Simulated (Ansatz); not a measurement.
BaS in the WC-type structure

The computed numbers are results of PBE, scalar-relativistic (no spin polarisation) in the plane-wave PAW code Ansatz at 420 eV, 10×10×8 k-mesh, Gaussian smearing of 0.05 eV. The datasets are Ansatz's generated set soft_2.

```
CELL_PARAMETERS angstrom
4.36529 0.00000 0.00000
-2.18265 3.78046 0.00000
0.00000 0.00000 3.97807
ATOMIC_POSITIONS crystal
Ba 0.00000 0.00000 0.00000
S 0.66667 0.33333 0.50000
```

This is a trial structure; measured cells of the compound in the Crystallography Open Database are in space group Fm-3m (rock salt).

The cell is relaxed to zero pressure at this level.

Elastic constants come from the stress of slightly strained cells with relaxed atoms, in GPa, Voigt order xx, yy, zz, yz, xz, xy in the Cartesian frame of the vectors above.

```
 62  31  16   0   0   0
 31  62  16   0   0   0
 16  16 105   0   0   0
  0   0   0  13   0   0
  0   0   0   0  13   0
  0   0   0   0   0  15
```

Problem. Is the crystal mechanically stable, and what are its polycrystalline moduli?

Solution. Stable against homogeneous strain: the smallest eigenvalue of the tensor is 12.9 GPa. Hill averages: K = 39 GPa, G = 17.8 GPa, E = 46 GPa, ν = 0.30.

The equation of state, an independent route, gives B0 = 39 GPa; its match is the Reuss value, 39 GPa, which holds for uniform pressure.

It ran for 110 s on 2 threads of Arm Neoverse V2 (shared host), peak memory 0.53 GiB.

These numbers lack spin–orbit coupling.
